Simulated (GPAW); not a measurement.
Si2W: single point with PBE

Si2W:

```
W Si
1.0
    -1.60690    1.60690    3.91495
     1.60690   -1.60690    3.91495
     1.60690    1.60690   -3.91495
W Si
1 2
Direct
  0.00000 0.00000 0.00000
  0.66530 0.66530 0.00000
  0.33470 0.33470 0.00000
```

| Quantity | Value |
| --- | --- |
| Program | GPAW 26.7.0 |
| Task | single point |
| Functional | PBE |
| Potentials or basis | GPAW PAW data sets (gpaw-data 1.2.1) |
| Cutoff | 600 eV |
| Basis | pw |
| k mesh | 12 × 12 × 12 |
| Occupations | gaussian, width 0.012 eV |
| Spin | no spin polarisation |
| Maxiter | 150 |

```yaml
Pressure: 4.0 GPa
Largest_force: 0.093 eV/Å
Band_gap_on_the_k_mesh: none (metal or under the smearing width)
```

Forces on the atoms (eV/Å):
```
W    0.000  0.000  0.000
Si   0.000  0.000  0.093
Si   0.000  0.000 -0.093
```

Stress tensor (GPa, compression positive):
```
3.70 0.00 0.00
0.00 3.70 0.00
0.00 0.00 4.51
```

Levels at points of the mesh, in eV from the Fermi level:
| k point | band 8 | band 9 | band 10 | band 11 | band 12 | band 13 | band 14 | band 15 |
| --- | --- | --- | --- | --- | --- | --- | --- | --- |
| (0.00, 0.00, 0.00) | -3.36 | -2.87 | -2.87 | 0.58 | 2.72 | 2.90 | 3.03 | 3.03 |
| (0.50, 0.00, 0.50) | -4.91 | -2.83 | -2.79 | -0.47 | 2.66 | 2.76 | 3.91 | 4.39 |
| (0.50, 0.50, 0.00) | -5.53 | -5.03 | -3.28 | -1.81 | 2.76 | 2.91 | 3.10 | 3.87 |
| (0.50, 0.50, 0.50) | -2.60 | -0.88 | -0.88 | -0.53 | -0.53 | 0.76 | 4.48 | 4.85 |

It took 2.6 min on 1 thread of Arm Neoverse V1, with other jobs on the host, peak memory 0.28 GiB.

The run has no spin-orbit coupling, so splittings on W are missing.
